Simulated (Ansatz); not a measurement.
# Trial inputs on Pd

The reference input for Ansatz (plane-wave DFT with PAW):

```yaml
crystal:
  lattice:
    - [2.7836650458, 0.0, 0.0]
    - [-1.3918325229, 2.4107246453, 0.0]
    - [0.0, 0.0, 4.628893]
  atoms:
    - { symbol: Pd, position: [0.66666667, 0.33333333, 0.75], spin: 1.0 }
    - { symbol: Pd, position: [0.33333333, 0.66666667, 0.25], spin: 1.0 }
basis:
  ecutwfc: 420
kpoints:
  mp_grid: { grid: [6, 6, 4] }
hamiltonian:
  xc: pbe
scf:
  occupations: { method: gaussian, width: 0.1 }
  lower_state_search: "off"
output:
  forces: true
  stress: true
  eigenvalues: true
  populations: true
magnetization:
  spin_polarized: true
```

Command:

```bash
ansatz run input.yaml --threads 1 --pin off --max-ram 1331MiB --backend cpu --events-out ev --progress --plain --runs-dir out
```

The run converges in 14 SCF iterations on 21 irreducible k-points: pressure -1.63 GPa, no gap, cell moment 0.77 μB.

These settings were drawn at random to show what each does; none of the numbers is a converged property of the crystal. Each trial's input is given as a difference from the reference's; energies are extrapolated to zero smearing where there is one, and pressure is positive in compression. Charged cells sit in a uniform background, and their pressures hang on that convention.

Trial 1 (origin moved):

```diff
 crystal:
   atoms:
-    - { symbol: Pd, position: [0.66666667, 0.33333333, 0.75], spin: 1.0 }
-    - { symbol: Pd, position: [0.33333333, 0.66666667, 0.25], spin: 1.0 }
+    - { symbol: Pd, position: [1.2086666667, 0.5473333333, 1.166] }
+    - { symbol: Pd, position: [0.8753333333, 0.8806666667, 0.666] }
+total_charge: 12
 basis:
+  ecutrho_ratio: 10
 kpoints:
-  mp_grid: { grid: [6, 6, 4] }
+  mp_grid: { grid: [1, 7, 4] }
 scf:
-  lower_state_search: "off"
+  max_iter: 20
 output:
-  populations: true
+  efg: {}
-magnetization:
-  spin_polarized: true
```

The run converges in 16 SCF iterations on 12 irreducible k-points: pressure -206 GPa (with the neutralising background of the charged cell), largest force 0.433 eV/Å, no gap. It warns that field gradients leave spin–orbit coupling out; that the mesh lowers the symmetry.

Trial 2:

```diff
 crystal:
   atoms:
-    - { symbol: Pd, position: [0.66666667, 0.33333333, 0.75], spin: 1.0 }
-    - { symbol: Pd, position: [0.33333333, 0.66666667, 0.25], spin: 1.0 }
+    - { symbol: Pd, position: [0.6666666667, 0.3333333333, 0.75], spin: 0.43 }
+    - { symbol: Pd, position: [0.3333333333, 0.6666666667, 0.25], spin: 0.43 }
 basis:
+  ecutrho_ratio: 8
 kpoints:
-  mp_grid: { grid: [6, 6, 4] }
+  mp_grid: { grid: [3, 3, 2] }
```

The run converges in 11 SCF iterations on 6 irreducible k-points: energy 333 meV per atom above the reference, pressure 3.59 GPa, no gap, cell moment 1.00 μB.

Trial 3:

```diff
 crystal:
   atoms:
-    - { symbol: Pd, position: [0.66666667, 0.33333333, 0.75], spin: 1.0 }
-    - { symbol: Pd, position: [0.33333333, 0.66666667, 0.25], spin: 1.0 }
+    - { symbol: Pd, position: [0.6666666667, 0.3333333333, 0.75], spin: 0.43 }
+    - { symbol: Pd, position: [0.3333333333, 0.6666666667, 0.25], spin: 0.43 }
 basis:
-  ecutwfc: 420
+  ecutwfc: 190
 scf:
+  n_extra_bands: 0
+  max_iter: 84
```

The program refuses the input:

```text
Error: inconsistent input (scf.n_extra_bands): n_bands = 18 cannot host the net starting moment |Σ_I m_I| = 0.8600 μB: with N_el = 36 the majority spin channel must hold (N_el + |M|)/2 = 18.4300 electrons at no more than one per band — at least 19 bands (18 bands cap the reachable moment at 2·n_bands − N_el = 0.0000 μB) …
```

Next try, with these keys changed back:

```diff
 scf:
-  n_extra_bands: 0
```

The run converges in 14 SCF iterations on 21 irreducible k-points: energy 17.05 eV per atom above the reference, pressure -10.71 GPa (unreliable at so low a cutoff), no gap, cell moment 0.67 μB. It warns that the cutoff lies under the recommended one, 420 eV for these potentials.

Trial 4:

```diff
 crystal:
   atoms:
-    - { symbol: Pd, position: [0.66666667, 0.33333333, 0.75], spin: 1.0 }
-    - { symbol: Pd, position: [0.33333333, 0.66666667, 0.25], spin: 1.0 }
+    - { symbol: Pd, position: [0.6666666667, 0.3333333333, 0.75], spin: 0.43 }
+    - { symbol: Pd, position: [0.3333333333, 0.6666666667, 0.25], spin: 0.43 }
+total_charge: 0.5
 basis:
-  ecutwfc: 420
+  ecutwfc: 150
 kpoints:
-  mp_grid: { grid: [6, 6, 4] }
+  mp_grid: { grid: [5, 2, 3] }
 scf:
+  n_extra_bands: 30
```

The run converges in 17 SCF iterations on 12 irreducible k-points: pressure -88.56 GPa (with the neutralising background of the charged cell) (unreliable at so low a cutoff), largest force 0.332 eV/Å (unreliable too), no gap, cell moment 0.00 μB. It warns that the cutoff lies under the recommended one, 420 eV for these potentials; that the starting moments were lost; that the mesh lowers the symmetry.

Trial 5 (volume scaled):

```diff
 crystal:
   lattice:
-    - [2.7836650458, 0.0, 0.0]
-    - [-1.3918325229, 2.4107246453, 0.0]
-    - [0.0, 0.0, 4.628893]
+    - [3.1361415418, 0.0, 0.0]
+    - [-1.5680707709, 2.7159782451, 0.0]
+    - [0.0, 0.0, 5.2150181114]
   atoms:
-    - { symbol: Pd, position: [0.66666667, 0.33333333, 0.75], spin: 1.0 }
-    - { symbol: Pd, position: [0.33333333, 0.66666667, 0.25], spin: 1.0 }
+    - { symbol: Pd, position: [0.6666666667, 0.3333333333, 0.75], spin: 0.43 }
+    - { symbol: Pd, position: [0.3333333333, 0.6666666667, 0.25], spin: 0.43 }
```

The run converges in 12 SCF iterations on 21 irreducible k-points: energy 700 meV per atom above the reference, pressure -21.62 GPa, no gap, cell moment 1.01 μB. It warns that the state wasn't tested for a lower one.

Trial 6:

```diff
 crystal:
   atoms:
-    - { symbol: Pd, position: [0.66666667, 0.33333333, 0.75], spin: 1.0 }
-    - { symbol: Pd, position: [0.33333333, 0.66666667, 0.25], spin: 1.0 }
+    - { symbol: Pd, position: [0.6666666667, 0.3333333333, 0.75], spin: 0.43 }
+    - { symbol: Pd, position: [0.3333333333, 0.6666666667, 0.25], spin: 0.43 }
 scf:
-  occupations: { method: gaussian, width: 0.1 }
+  occupations: { method: gaussian, width: 0.016 }
+  max_iter: 80
+  convergence: { dr2_threshold: "1e-10 eV" }
```

The run converges in 15 SCF iterations on 21 irreducible k-points: energy 0.68 meV per atom above the reference, pressure -2.08 GPa, no gap, cell moment 0.48 μB.

Trial 7:

```diff
 crystal:
   atoms:
-    - { symbol: Pd, position: [0.66666667, 0.33333333, 0.75], spin: 1.0 }
-    - { symbol: Pd, position: [0.33333333, 0.66666667, 0.25], spin: 1.0 }
+    - { symbol: Pd, position: [0.6666666667, 0.3333333333, 0.75], spin: 0.1 }
+    - { symbol: Pd, position: [0.3333333333, 0.6666666667, 0.25], spin: 0.1 }
 kpoints:
-  mp_grid: { grid: [6, 6, 4] }
+  mp_grid: { grid: [3, 3, 2] }
 magnetization:
+  magnetic_field: 300
```

The run converges in 13 SCF iterations on 6 irreducible k-points: pressure 3.59 GPa, no gap, cell moment 1.00 μB (in the typed magnetic field).

Trial 8:

```diff
 crystal:
   atoms:
-    - { symbol: Pd, position: [0.66666667, 0.33333333, 0.75], spin: 1.0 }
-    - { symbol: Pd, position: [0.33333333, 0.66666667, 0.25], spin: 1.0 }
+    - { symbol: Pd, position: [0.6666666667, 0.3333333333, 0.75], spin: 0.43 }
+    - { symbol: Pd, position: [0.3333333333, 0.6666666667, 0.25], spin: 0.43 }
 kpoints:
-  mp_grid: { grid: [6, 6, 4] }
+  mp_grid: { grid: [6, 1, 2] }
 scf:
+  n_extra_bands: 3
```

The run converges in 52 SCF iterations on 8 irreducible k-points: energy 855 meV per atom below the reference, pressure -0.62 GPa, largest force 0.185 eV/Å, no gap, cell moment 1.83 μB. It warns that the bands leave little room for a larger moment; that the mesh lowers the symmetry.

Trial 9 (volume scaled):

```diff
 crystal:
   lattice:
-    - [2.7836650458, 0.0, 0.0]
-    - [-1.3918325229, 2.4107246453, 0.0]
-    - [0.0, 0.0, 4.628893]
+    - [2.8647879113, 0.0, 0.0]
+    - [-1.4323939557, 2.4809791077, 0.0]
+    - [0.0, 0.0, 4.7637903595]
   atoms:
-    - { symbol: Pd, position: [0.66666667, 0.33333333, 0.75], spin: 1.0 }
-    - { symbol: Pd, position: [0.33333333, 0.66666667, 0.25], spin: 1.0 }
+    - { symbol: Pd, position: [0.6666666667, 0.3333333333, 0.75], spin: 0.43 }
+    - { symbol: Pd, position: [0.3333333333, 0.6666666667, 0.25], spin: 0.43 }
```

The run converges in 13 SCF iterations on 21 irreducible k-points: energy 63.9 meV per atom above the reference, pressure -12.14 GPa, no gap, cell moment 0.95 μB.

Trial 10 (one atom moved):

```diff
 crystal:
   atoms:
-    - { symbol: Pd, position: [0.66666667, 0.33333333, 0.75], spin: 1.0 }
-    - { symbol: Pd, position: [0.33333333, 0.66666667, 0.25], spin: 1.0 }
+    - { symbol: Pd, position: [0.6666666667, 0.3333333333, 0.75], spin: 0.43 }
+    - { symbol: Pd, position: [0.3333333333, 0.6666666667, 0.2932068747], spin: 0.43 }
 basis:
-  ecutwfc: 420
+  ecutwfc: 380
 kpoints:
-  mp_grid: { grid: [6, 6, 4] }
+  mp_grid: { kspacing: 1.2 }
 hamiltonian:
-  xc: pbe
+  xc: rpbe
+  hubbard: { sites: [{ species: Pd, l: d, u_eff: 8.3 }], projectors: atomic }
 scf:
+  algorithm: density_mixing
+  max_iter: 84
```

The run converges in 13 SCF iterations on 6 irreducible k-points: pressure 13.82 GPa, largest force 1.698 eV/Å, no gap, cell moment 0.33 μB. It warns that the cutoff lies under the recommended one, 420 eV for these potentials; that the count of filled bands differs between k-points. Under a U the state reached may not be the lowest. Forces of RPBE on these PAW sets can be off by 10 %.